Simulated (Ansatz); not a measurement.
CsPbI₃ (cubic perovskite)

```
CsPbI3
1.0
    6.24728     0.00000     0.00000
    0.00000     6.24728     0.00000
    0.00000     0.00000     6.24728
Cs Pb I
1 1 3
Direct
  0.00000   0.00000   0.00000
  0.50000   0.50000   0.50000
  0.00000   0.50000   0.50000
  0.50000   0.50000   0.00000
  0.50000   0.00000   0.50000
```

The relaxed cell is deformed in two ways at once: its volume V is scaled, and at that volume it is stretched along z (the c axis of the conventional cell) so that c/a changes. Fractional atomic positions are held.

All values below come from PBEsol (plane waves to 420 eV, PAW, scalar-relativistic; Ansatz, a quantum-chemistry and plane-wave program). k mesh 6×6×6 (Γ-centred), Fermi-Dirac smearing 0.05 eV. Stress and pressure are positive under compression. CsPbI3 was relaxed with its symmetry unable to fall. Spin-orbit coupling is left out, though I and Pb are heavy. This is a high-temperature form of CsPbI3.

At one point of the scan the stress tensor (GPa) is:

```
  -1.30     0.00     0.00
   0.00    -1.30     0.00
   0.00     0.00     4.98
```

Problem. Which point is it?
A) V/V₀ = 1.000, (c/a)/(c/a)₀ = 0.880
B) V/V₀ = 1.080, (c/a)/(c/a)₀ = 0.940
C) V/V₀ = 0.920, (c/a)/(c/a)₀ = 0.880
D) V/V₀ = 0.920, (c/a)/(c/a)₀ = 1.000

Solution. A, V/V₀ = 1.000, (c/a)/(c/a)₀ = 0.880

(A scan under strain: stresses follow from slopes of the energy per volume, elastic moduli from its curvatures.)
